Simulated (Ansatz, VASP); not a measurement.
**One calculation of Ir2O3, two programs**

```
CELL_PARAMETERS angstrom
4.80486 0.00000 0.00000
0.00000 4.80486 0.00000
0.00000 0.00000 4.80486
ATOMIC_POSITIONS crystal
Ir 0.25000 0.25000 0.25000
Ir 0.25000 0.75000 0.75000
Ir 0.75000 0.75000 0.25000
Ir 0.75000 0.25000 0.75000
O 0.50000 0.00000 0.00000
O 0.50000 0.00000 0.50000
O 0.00000 0.50000 0.00000
O 0.50000 0.50000 0.00000
O 0.00000 0.50000 0.50000
O 0.00000 0.00000 0.50000
```

The cell was built by a generator and needn't be a form met in nature.

Alike in both runs: task single point; functional PBE; k mesh 8 × 8 × 8; occupations gaussian, width 0.01 eV; no spin polarisation.

|  | VASP | Ansatz |
| --- | --- | --- |
| version | VASP 6.6.1 | Ansatz 0.2.0 |
| potentials or method | VASP PAW PBE potentials, release 64 (Ir, O) | scalar-relativistic, plane waves, PAW |
| plane-wave cutoff (eV) | 520 | 420 |
| valence electrons in the cell | 72 | 104 |

Ansatz gave:

```
gap on the k mesh at the Fermi level (eV) : 0.26
least direct gap on the mesh (eV)         : 0.26
pressure (GPa)                            : 0.0
```

**Question.** Which values does VASP return?

**Answer.** gap on the k mesh at the Fermi level (eV): 0.22; least direct gap on the mesh (eV): 0.22; pressure (GPa): 1.7.

The two sets of potentials don't hold the same shells in valence.

Caveats: spin-orbit coupling is left out, which moves the levels of the heavy elements. A k mesh can miss the band edges.
